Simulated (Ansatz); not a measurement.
## Ionic part of the dielectric constant of MgO at 7 GPa, mode by mode

All numbers below come from DFT PBEsol, scalar-relativistic, plane waves, PAW (Ansatz 0.2.0). Plane waves to 420 eV; Γ-centred k mesh 12×12×6; fixed occupations. No spin polarisation. Phonons by linear response, acoustic sum rule imposed.

Symmetry: P6_3/mmc, No. 194, hexagonal system. Conventional cell: a = 3.435 Å, b = 3.435 Å, c = 4.133 Å, α = 90.00°, β = 90.00°, γ = 120.00°. Mg (site symmetry -6m2) is surrounded by 5 O at 1.98 to 2.07 Å. Around O (site symmetry -6m2) lie 5 Mg at 1.98 to 2.07 Å.

The primitive cell has V = 42.24 Å³ and ε∞,zz = 3.029. Each polar mode adds Δε = (4.92064×10⁷/V)·S/ν² along z, with S its oscillator strength in e²/amu, ν in cm⁻¹ and V in Å³.

**Question.** From these modes, find each Δε and ε0,zz.
```json
{"ν (cm⁻¹)": "413.6", "S_zz (e²/amu)": "0.8242"}
```

**Answer.**
```csv
ν (cm⁻¹),Δε
413.6,5.61
```

The sum is 5.613, so ε0,zz = 8.64; the run's tensor has 8.64.

**Question.** Where do the longitudinal modes lie for a wave vector along z?

**Answer.** At 699 cm⁻¹. The Lyddane–Sachs–Teller product Π(ν_LO/ν_TO)² = 2.85 matches ε0/ε∞ = 2.85.

This form isn't the usual stable structure of the compound at low pressure.

Cost: 1 run of about 3.7 core-minutes, on Arm Neoverse V1 (shared hosts).